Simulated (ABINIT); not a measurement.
Runs of ABINIT 10.8.3 (patched build) on In. It takes space group P6_3/mmc (No. 194, hexagonal). Conventional cell: a = 3.335 Å, b = 3.335 Å, c = 5.509 Å, α = 90.00°, β = 90.00°, γ = 120.00°. In (site symmetry -6m2) has 12 In at 3.34 to 3.36 Å as nearest neighbours. This isn't the form of In at room conditions, which is tetragonal.

| smearing | gap on the mesh (eV) | pressure (GPa) |
| --- | --- | --- |
| fermi-dirac 0.1 eV | none | (a) |
| cold (ABINIT) 0.1 eV | none | 1.3 |
| gaussian 0.1 eV | none | 1.4 |
| cold-b (ABINIT) 0.1 eV | none | 1.3 |
| methfessel-paxton 0.1 eV | none | 1.3 |

Alike in all rows: task single point; level PBE; potentials or basis JTH PAW PBE v2.0; no spin polarisation; cell as given; k mesh 9 × 9 × 5; cutoff (eV) 599.

Task: Fill in the values left out.

Result: (a) 1.6.

A k mesh can miss the band edges, and the runs leave out spin-orbit coupling on In.

A gap of «none» marks a metal or a gap under the smearing width.
